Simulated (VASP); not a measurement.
# Pt (Fm-3m) in VASP: further runs

One crystal, Pt, is run at these levels: PBE; tasks: relaxation of cell and atoms, vibrations by finite differences.

Everything below comes from runs of VASP 6.6.1. Logs are shortened: lines on timing, memory, paths and dates and some standing lists are left out, and cuts for length are marked.

## Step 1: The structure

Symmetry: Fm-3m, No. 225, cubic system. Conventional cell: a = 3.922 Å, b = 3.922 Å, c = 3.922 Å, α = 90.00°, β = 90.00°, γ = 90.00°. Pt (site symmetry m-3m) has 12 Pt at 2.77 Å as nearest neighbours.

## Step 2: Relaxation of cell and atoms, PBE

File INCAR:

```
PREC = Accurate ; ENCUT = 520
EDIFF = 1E-7 ; ISMEAR = 0
SIGMA = 0.1 ; LREAL = F
LASPH = T ; NELM = 80
ALGO = Normal ; ISIF = 3
LWAVE = F ; LCHARG = F
GGA = PE ; IBRION = 2
NSW = 80 ; EDIFFG = -0.002
```

File KPOINTS:

```
regular mesh
0
Gamma
  12 12 12
```

File POSCAR:

```
Pt
1.0
    0.0000000000      1.9609000000      1.9609000000
    1.9609000000      0.0000000000      1.9609000000
    1.9609000000      1.9609000000      0.0000000000
Pt
1
Direct
    0.0000000000      0.0000000000      0.0000000000
```

Potentials or basis: VASP PAW PBE potentials, release 64 (Pt).

The run is started by

```bash
cat potpaw_PBE.64/Pt/POTCAR > POTCAR
mpirun -np 1 vasp_std > vasp.out
```

OUTCAR:

```text
PREC = Accurate
   ENCUT = 520
   EDIFF = 1E-7
   ISMEAR = 0
   LREAL = F
   LASPH = T
   NELM = 80
   ISIF = 3
   GGA = PE
   IBRION = 2
   NSW = 80
   EDIFFG = -0.002

 ion  position               nearest neighbor table
   1  0.000  0.000  0.000-

  LATTYP: Found a face centered cubic cell.
 ALAT       =     3.9218000000

  Lattice vectors:

 A1 = (   0.0000000000,   1.9609000000,   1.9609000000)
 A2 = (   1.9609000000,   0.0000000000,   1.9609000000)
 A3 = (   1.9609000000,   1.9609000000,   0.0000000000)

Analysis of symmetry for initial positions (statically):
=====================================================================
 Subroutine PRICEL returns:
 Original cell was already a primitive cell.

 Routine SETGRP: Setting up the symmetry group for a
 face centered cubic supercell.

 Subroutine GETGRP returns: Found 48 space group operations
 (whereof 48 operations were pure point group operations)
 out of a pool of 48 trial point group operations.

The static configuration has the point symmetry O_h .

Analysis of symmetry for dynamics (positions and initial velocities):
=====================================================================
 Subroutine PRICEL returns:
 Original cell was already a primitive cell.

 Routine SETGRP: Setting up the symmetry group for a
 face centered cubic supercell.

 Subroutine GETGRP returns: Found 48 space group operations
 (whereof 48 operations were pure point group operations)
 out of a pool of 48 trial point group operations.

The dynamic configuration has the point symmetry O_h .

 Subroutine INISYM returns: Found 48 space group operations
 (whereof 48 operations are pure point group operations),
 and found     1 'primitive' translations

----------------------------------------------------------------------------------------

                                     Primitive cell

  volume of cell :      15.0798

  direct lattice vectors                    reciprocal lattice vectors
     0.000000000  1.960900000  1.960900000    -0.254984956  0.254984956  0.254984956
     1.960900000  0.000000000  1.960900000     0.254984956 -0.254984956  0.254984956
     1.960900000  1.960900000  0.000000000     0.254984956  0.254984956 -0.254984956

  length of vectors
     2.773131374  2.773131374  2.773131374     0.441646899  0.441646899  0.441646899

  position of ions in fractional coordinates (direct lattice)
     0.000000000  0.000000000  0.000000000

  ion indices of the primitive-cell ions
   primitive index   ion index
                 1           1

----------------------------------------------------------------------------------------

 KPOINTS: regular mesh

Automatic generation of k-mesh.
 Grid dimensions read from file:
 generate k-points for:   12   12   12

 Generating k-lattice:

  Cartesian coordinates                     Fractional coordinates (reciprocal lattice)
    -0.021248746  0.021248746  0.021248746     0.083333333  0.000000000  0.000000000
     0.021248746 -0.021248746  0.021248746     0.000000000  0.083333333  0.000000000
     0.021248746  0.021248746 -0.021248746     0.000000000  0.000000000  0.083333333

  Length of vectors
     0.036803908  0.036803908  0.036803908

  Shift w.r.t. Gamma in fractional coordinates (k-lattice)
     0.000000000  0.000000000  0.000000000

 Subroutine IBZKPT returns following result:
 ===========================================

 Found     72 irreducible k-points:

 Following reciprocal coordinates:
            Coordinates               Weight
  0.000000  0.000000  0.000000      1.000000
  0.083333  0.000000  0.000000      8.000000
  0.166667  0.000000  0.000000      8.000000
  0.250000  0.000000  0.000000      8.000000
  0.333333  0.000000  0.000000      8.000000
  0.416667  0.000000  0.000000      8.000000
[... 16 lines left out ...]
  0.500000  0.166667  0.000000     24.000000
 -0.416667  0.166667  0.000000     24.000000
 [... further k-points ...]
   k-points           NKPTS =     72   k-points in BZ     NKDIM =     72   number of bands    NBANDS=      9
   number of dos      NEDOS =    301   number of ions     NIONS =      1
   total plane-waves  NPLWV =  13824
   dimension x,y,z NGX =    24 NGY =   24 NGZ =   24
   dimension x,y,z NGXF=    48 NGYF=   48 NGZF=   48
   ions per type =               1
   NGX,Y,Z   is equivalent  to a cutoff of  14.39, 14.39, 14.39 a.u.
   NGXF,Y,Z  is equivalent  to a cutoff of  28.78, 28.78, 28.78 a.u.
 SYSTEM =  unknown system
   PREC   = accura    normal or accurate (medium, high low for compatibility)
   ISTART =      0    job   : 0-new  1-cont  2-samecut
   ICHARG =      2    charge: 1-file 2-atom 10-const
   ISPIN  =      1    spin polarized calculation?
   LNONCOLLINEAR =      F non collinear calculations
   LSORBIT =      F    spin-orbit coupling
   LASPH  =      T    aspherical Exc in radial PAW
   ENCUT  =  520.0 eV  38.22 Ry    6.18 a.u.   5.16  5.16  5.16*2*pi/ulx,y,z
   NELM   =     80;   NELMIN=  2; NELMDL= -5     # of ELM steps
   EDIFF  = 0.1E-06   stopping-criterion for ELM
   LREAL  =      F    real-space projection
   EDIFFG = -.2E-02   stopping-criterion for IOM
   NSW    =     80    number of steps for IOM
   IBRION =      2    ionic relax: 0-MD 1-quasi-New 2-CG
   NFREE  =      1    steps in history (QN), initial steepest desc. (CG)
   ISIF   =      3    stress and relaxation
   ISYM   =      2    0-nonsym 1-usesym 2-fastsym
   POTIM  = 0.5000    time-step for ionic-motion
   TEBEG  =    0.0;   TEEND  =   0.0 temperature during run
   PSTRESS=    0.0 pullay stress
   NELECT =      10.0000    total number of electrons
   NUPDOWN=      -1.0000    fix difference up-down
   EMIN   =  10.00;   EMAX   =-10.00  energy-range for DOS
   EFERMI =   0.00;   METHOD = LEGACY
   ISMEAR =     0;   SIGMA  =   0.10  broadening in eV -4-tet -1-fermi 0-gaus
   EFERMI_NEDOS =   21; number of points for ismear=-14 and -15
   IALGO  =     38    algorithm
   IMIX   =      4    mixing-type and parameters
     AMIX     =   0.40;   BMIX     =  1.00
     AMIX_MAG =   1.60;   BMIX_MAG =  1.00
  volume/ion in A,a.u.               =      15.08       101.76
  Fermi-wavevector in a.u.,A,eV,Ry     =   1.427609  2.697791 27.729605  2.038068
  Thomas-Fermi vector in A             =   2.547760
   LORBIT       =      0    0 simple, 1 ext, 2 COOP (PROOUT), +10 PAW based schemes
   GGA     = PE    functional components
   LHFCALC =     F    Hartree Fock is set to
   AEXX    =    0.0000 exact exchange contribution
   IVDW    =     0    specifies the selected vdW correction
   LEPSILON=     F    determine dielectric tensor
   LRPA    =     F    only Hartree local field effects (RPA)
 conjugate gradient relaxation of ions
 non-spin polarized calculation
 Gauss-broadening in eV      SIGMA  =   0.10
  energy-cutoff  :      520.00
  volume of cell :       15.08
 maximum number of plane-waves:       419
 NGX is ok and might be reduce to    24
   NGX = 11   NGY = 11   NGZ = 11

--------------------------------------- Ionic step        1  -------------------------------------------

 number of electron      10.0000000 magnetization

 Free energy of the ion-electron system (eV)
  ---------------------------------------------------
  ext. energy  EPLUGINS =         0.00000000
  ---------------------------------------------------
  free energy    TOTEN  =        -6.08988904 eV

  energy without entropy =       -6.07940585  energy(sigma->0) =       -6.08464745

------------------------ aborting loop because EDIFF is reached ----------------------------------------

  FORCE on cell =-STRESS in cart. coord.  units (eV):
  Direction    XX          YY          ZZ          XY          YZ          ZX
  --------------------------------------------------------------------------------------
  -------------------------------------------------------------------------------------
  Total        0.9137179      0.9137179      0.9137179      0.0000000      0.0000000      0.0000000
  in kB       97.0792459     97.0792459     97.0792459      0.0000000      0.0000000      0.0000000
  external PRESSURE =      97.0792459 kB  Pullay stress =       0.0000000 kB
[... 20 lines left out ...]
  energy  without entropy=       -6.0794058515  energy(sigma->0) =       -6.08464745

--------------------------------------- Ionic step        2  -------------------------------------------

 number of electron      10.0000001 magnetization

 E-fermi :   8.9573     XC(G=0): -12.7218

 val. band max:        8.9571539819   @ k =  -0.4167   0.4167   0.1667
 cond. band min:       8.9600096320   @ k =   0.4167   0.2500   0.0000
 fundamental gap:      0.0028556501
 Fermi energy:         8.9573031414

 k-point     1 :       0.0000    0.0000    0.0000
  band No.  band energies     occupation
      1       0.1064      2.00000
      2       5.8889      2.00000
      3       5.8889      2.00000
      4       5.8889      2.00000
      5       7.6279      2.00000
      6       7.6279      2.00000
      7      23.8505      0.00000
      8      28.0963      0.00000
      9      28.0963      0.00000
[... 339 lines left out ...]
  FREE ENERGIE OF THE ION-ELECTRON SYSTEM (eV)
  ---------------------------------------------------
  free  energy   TOTEN  =        -6.1056403898 eV

  energy  without entropy=       -6.0949115457  energy(sigma->0) =       -6.10027597

[... ionic steps 4 to 14 ...]

--------------------------------------- Ionic step       15  -------------------------------------------

 number of electron      10.0000002 magnetization

------------------------ aborting loop because EDIFF is reached ----------------------------------------

  FORCE on cell =-STRESS in cart. coord.  units (eV):
  Direction    XX          YY          ZZ          XY          YZ          ZX
  --------------------------------------------------------------------------------------
  -------------------------------------------------------------------------------------
  Total        0.0029816      0.0029816      0.0029816      0.0000000      0.0000000      0.0000000
  in kB        0.3058204      0.3058204      0.3058204      0.0000000      0.0000000      0.0000000
  external PRESSURE =       0.3058204 kB  Pullay stress =       0.0000000 kB
[... 55 lines left out ...]
  energy  without entropy=       -6.0949371223  energy(sigma->0) =       -6.10029794

--------------------------------------- Ionic step       17  -------------------------------------------

 number of electron      10.0000002 magnetization

 Free energy of the ion-electron system (eV)
  ---------------------------------------------------
  ext. energy  EPLUGINS =         0.00000000
  ---------------------------------------------------
  free energy    TOTEN  =        -6.10566004 eV

  energy without entropy =       -6.09494048  energy(sigma->0) =       -6.10030026

 E-fermi :  10.6176     XC(G=0): -13.2776

 val. band max:       10.6146246650   @ k =  -0.4167   0.3333   0.0833
 cond. band min:      10.6180477829   @ k =  -0.4167   0.4167   0.1667
 fundamental gap:      0.0034231179
 Fermi energy:        10.6175887833

 k-point     1 :       0.0000    0.0000    0.0000
  band No.  band energies     occupation
      1       0.7739      2.00000
      2       7.0301      2.00000
      3       7.0301      2.00000
      4       7.0301      2.00000
      5       9.0643      2.00000
      6       9.0643      2.00000
      7      25.3301      0.00000
      8      30.0980      0.00000
      9      30.0980      0.00000
[... 304 lines left out ...]
  FREE ENERGIE OF THE ION-ELECTRON SYSTEM (eV)
  ---------------------------------------------------
  free  energy   TOTEN  =        -6.1056600407 eV

  energy  without entropy=       -6.0949404771  energy(sigma->0) =       -6.10030026

 reached required accuracy - stopping structural energy minimisation
```

It took 87 s on 1 thread of AMD EPYC 7R13 (Zen 3), shared host; peak memory 0.12 GiB.

Results:

```yaml
Free_energy: -6.1057 eV
Relaxed_volume: 15.62 Å³/atom
Relaxed_cell: a = 2.806 Å, b = 2.806 Å, c = 2.806 Å, α = 60.00°, β = 60.00°, γ = 60.00°
Space_group_after_relaxing_to_0.05_Å: Fm-3m (No. 225)
Energy_gained_by_relaxing: 15.8 meV/atom
Ionic_steps: 17
Pressure_after_relaxing: 0.0 GPa
Band_gap_on_the_k_mesh: none (metal or under the smearing width)
```

The path:
```tsv
step	energy change (eV)	largest force (eV/Å)	pressure (GPa)	volume (Å³)
1	0.0000	0.0000	9.71	15.08
2	0.0804	0.0000	-17.96	17.16
3	-0.0158	0.0000	-0.30	15.64
4	-0.0158	0.0000	-0.02	15.62
5	-0.0158	0.0000	0.16	15.61
6	-0.0158	0.0000	0.16	15.61
7	-0.0158	0.0000	0.13	15.61
8	-0.0158	0.0000	0.13	15.61
9	-0.0158	0.0000	0.13	15.61
10	-0.0158	0.0000	0.13	15.61
11	-0.0158	0.0000	0.13	15.61
12	-0.0158	0.0000	0.12	15.62
13	-0.0158	0.0000	0.10	15.62
14	-0.0158	0.0000	0.08	15.62
15	-0.0158	0.0000	0.03	15.62
16	-0.0158	0.0000	-0.07	15.63
17	-0.0158	0.0000	0.00	15.62
```

Final structure:
```
Pt
1.0
     0.00000    1.98414    1.98414
     1.98414    0.00000    1.98414
     1.98414    1.98414    0.00000
Pt
1
Direct
  0.00000 0.00000 0.00000
```

Levels at points of the mesh, in eV from the Fermi level:
```
           k point  band 2  band 3  band 4  band 5  band 6  band 7  band 8  band 9
(0.00, 0.00, 0.00)   -3.59   -3.59   -3.59   -1.55   -1.55   14.71   19.48   19.48
(0.50, 0.00, 0.00)   -3.65   -3.65   -0.35    0.02    0.02    5.56   14.27   18.72
(0.50, 0.50, 0.00)   -6.27   -0.01    0.45    0.45    1.83    8.49   11.26   11.26
```

## Step 3: Relaxation of cell and atoms, PBE

This run uses another cell than the first one, of 15.62 Å³/atom, 1.036 times its volume.

INCAR is that of step 2.

KPOINTS is that of step 2.

File POSCAR:

```
Pt                                      
1.0
    0.0000000000      1.9841445906      1.9841445906
    1.9841445906     -0.0000000000      1.9841445906
    1.9841445906      1.9841445906      0.0000000000
  Pt            
     1
Direct
     0.0000000000000000    0.0000000000000000    0.0000000000000000
```

Potentials or basis: VASP PAW PBE potentials, release 64 (Pt).

The run is started by

```bash
cat potpaw_PBE.64/Pt/POTCAR > POTCAR
mpirun -np 1 vasp_std > vasp.out
```

OUTCAR:

```text
PREC = Accurate
   ENCUT = 520
   EDIFF = 1E-7
   ISMEAR = 0
   LREAL = F
   LASPH = T
   NELM = 80
   ISIF = 3
   GGA = PE
   IBRION = 2
   NSW = 80
   EDIFFG = -0.002

 ion  position               nearest neighbor table
   1  0.000  0.000  0.000-

  LATTYP: Found a face centered cubic cell.
 ALAT       =     3.9682891812

  Lattice vectors:

 A1 = (   0.0000000000,   1.9841445906,   1.9841445906)
 A2 = (   1.9841445906,   0.0000000000,   1.9841445906)
 A3 = (   1.9841445906,   1.9841445906,   0.0000000000)

Analysis of symmetry for initial positions (statically):
=====================================================================
 Subroutine PRICEL returns:
 Original cell was already a primitive cell.

 Routine SETGRP: Setting up the symmetry group for a
 face centered cubic supercell.

 Subroutine GETGRP returns: Found 48 space group operations
 (whereof 48 operations were pure point group operations)
 out of a pool of 48 trial point group operations.

The static configuration has the point symmetry O_h .

Analysis of symmetry for dynamics (positions and initial velocities):
[... 168 lines left out ...]
  band No.  band energies     occupation
      1       0.7740      2.00000
      2       7.0301      2.00000
      3       7.0301      2.00000
      4       7.0301      2.00000
      5       9.0643      2.00000
      6       9.0643      2.00000
      7      25.3301      0.00000
      8      30.0980      0.00000
      9      30.0980      0.00000
[... 265 lines left out ...]
 k-point    24 :      -0.4167    0.1667    0.0000
  band No.  band energies     occupation
      1       4.4250      2.00000
      2       6.4332      2.00000
      3       7.6209      2.00000
      4       7.9041      2.00000
      5      10.3269      1.99996
      6      13.5668      0.00000
      7      16.4049      0.00000
      8      25.2300      0.00000
      9      27.3509      0.00000

 [... further k-points ...]

------------------------ aborting loop because EDIFF is reached ----------------------------------------

  FORCE on cell =-STRESS in cart. coord.  units (eV):
  Direction    XX          YY          ZZ          XY          YZ          ZX
  --------------------------------------------------------------------------------------
  -------------------------------------------------------------------------------------
  Total       -0.0008025     -0.0008025     -0.0008025     -0.0000000      0.0000000     -0.0000000
  in kB       -0.0823057     -0.0823057     -0.0823057     -0.0000000      0.0000000     -0.0000000
  external PRESSURE =      -0.0823057 kB  Pullay stress =       0.0000000 kB

 VOLUME and BASIS-vectors are now :
 -----------------------------------------------------------------------------
  energy-cutoff  :      520.00
  volume of cell :       15.62
      direct lattice vectors                 reciprocal lattice vectors
     0.000000000  1.984144591  1.984144591    -0.251997764  0.251997764  0.251997764
     1.984144591  0.000000000  1.984144591     0.251997764 -0.251997764  0.251997764
     1.984144591  1.984144591  0.000000000     0.251997764  0.251997764 -0.251997764

 POSITION                                       TOTAL-FORCE (eV/Angst)
 -----------------------------------------------------------------------------------
      0.00000      0.00000      0.00000         0.000000      0.000000      0.000000
 -----------------------------------------------------------------------------------
    total drift:                                0.000000     -0.000000     -0.000000

  FREE ENERGIE OF THE ION-ELECTRON SYSTEM (eV)
  ---------------------------------------------------
  free  energy   TOTEN  =        -6.1061658236 eV

  energy  without entropy=       -6.0954461590  energy(sigma->0) =       -6.10080599

 reached required accuracy - stopping structural energy minimisation
```

CONTCAR:

```text
Pt
   1.00000000000000
     0.0000000000000000    1.9841445905999999    1.9841445905999999
     1.9841445905999999    0.0000000000000000    1.9841445905999999
     1.9841445905999999    1.9841445905999999    0.0000000000000000
  Pt
     1
Direct
     0.0000000000000000    0.0000000000000000    0.0000000000000000

  0.00000000E+00  0.00000000E+00  0.00000000E+00
```

Run time: 12 s. Hardware: 1 thread of AMD EPYC 7R13 (Zen 3), shared host; peak memory 0.12 GiB.

What came out:

```
Free energy             : -6.1062 eV
Pressure after relaxing : 0.0 GPa
Band gap on the k mesh  : none (metal or under the smearing width)
```

Final structure:
```yaml
crystal:
  lattice:
    - [0.00000, 1.98414, 1.98414]
    - [1.98414, 0.00000, 1.98414]
    - [1.98414, 1.98414, 0.00000]
  atoms:
    - { symbol: Pt, position: [0.00000, 0.00000, 0.00000] }
```

Levels at points of the mesh, in eV from the Fermi level:
| k point | band 3 | band 4 | band 5 | band 6 | band 7 | band 8 |
| --- | --- | --- | --- | --- | --- | --- |
| (0.00, 0.00, 0.00) | -3.59 | -3.59 | -1.55 | -1.55 | 14.71 | 19.48 |
| (0.50, 0.00, 0.00) | -3.65 | -0.35 | 0.02 | 0.02 | 5.56 | 14.27 |
| (0.50, 0.50, 0.00) | -0.01 | 0.45 | 0.45 | 1.83 | 8.49 | 11.26 |

Caveat: the relaxation stopped at its first step, so nothing moved.

## Step 4: Vibrations by finite differences, PBE

This run uses another cell than the first one, of 15.62 Å³/atom, 1.036 times its volume.

File INCAR:

```
PREC = Accurate ; ENCUT = 520
EDIFF = 1E-8 ; ISMEAR = 0
SIGMA = 0.1 ; LREAL = F
LASPH = T ; NELM = 80
ALGO = Normal ; ISIF = 3
LWAVE = F ; LCHARG = F
GGA = PE ; NBANDS = 11
IBRION = 6 ; NFREE = 2
POTIM = 0.015 ; NSW = 1
```

KPOINTS is that of step 3.

POSCAR, as its differences from that of step 3:

```diff
@@ -3,3 +3,3 @@
     0.0000000000      1.9841445906      1.9841445906
-    1.9841445906     -0.0000000000      1.9841445906
+    1.9841445906      0.0000000000      1.9841445906
     1.9841445906      1.9841445906      0.0000000000
```

The run is started by

```bash
cat potpaw_PBE.64/Pt/POTCAR > POTCAR
mpirun -np 1 vasp_std > vasp.out
```

Run time: 8.2 min. Hardware: 1 thread of AMD EPYC 7R13 (Zen 3), shared host; peak memory 0.24 GiB.

Results (log left out):

* Elastic constants C11, C12, C44: 288, 230, 64 GPa
* Voigt bulk modulus: 250 GPa

Elastic tensor in Voigt notation (GPa, in the Cartesian axes of the cell as first typed):
```
288 230 230   0   0   0
230 288 230   0   0   0
230 230 288   0   0   0
  0   0   0  64   0   0
  0   0   0   0  64   0
  0   0   0   0   0  64
```

Clamped-ion elastic tensor (GPa):
```
288 230 230   0   0   0
230 288 230   0   0   0
230 230 288   0   0   0
  0   0   0  64   0   0
  0   0   0   0  64   0
  0   0   0   0   0  64
```

Caveat: elastic constants of metals need much finer meshes, so these are rough. The run has no spin-orbit coupling, so splittings on Pt are missing.
